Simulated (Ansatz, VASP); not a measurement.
## Re: VASP beside Ansatz

```
Re
1.0
     2.60290    0.00000    0.00000
    -1.30145    2.25418    0.00000
     0.00000    0.00000    4.20362
Re
2
Direct
  0.33333 0.66667 0.25000
  0.66667 0.33333 0.75000
```

Change from the starting cell: zz strain of +1 %, crystal datasets.

Alike in both runs: task electric field gradients; functional LDA; k mesh 14 × 14 × 8; occupations fermi-dirac, width 0.05 eV; no spin polarisation.

```csv
,VASP,Ansatz
version,VASP 6.6.1,Ansatz 0.2.0
potentials or method,"VASP PAW LDA potentials, release 64 (Re), cutoff 520 eV","all-electron PAW with datasets made for the crystal, scalar-relativistic"
```

|  | VASP | Ansatz | Ansatz less VASP |
| --- | --- | --- | --- |
| pressure (GPa) | 89.0 | 83.8 | -5.22 |
| largest component of the traceless stress (GPa) | 0.69 | 0.61 | -0.079 |
| Vzz of the field gradient on the site that differs most (V/Å²) | -81.0 | -66.7 | +14.27 |

Ansatz ran all-electron here, so the differences hold the error of VASP's frozen core and of both bases. Ansatz warned: «gradients_without_spin_orbit».

Caveats: the cell as given lies far from equilibrium; so large a pressure means that the cell lies far from this level's equilibrium, or that cutoff or potentials fall short (VASP). The runs have no spin-orbit coupling, so splittings on Re are missing.
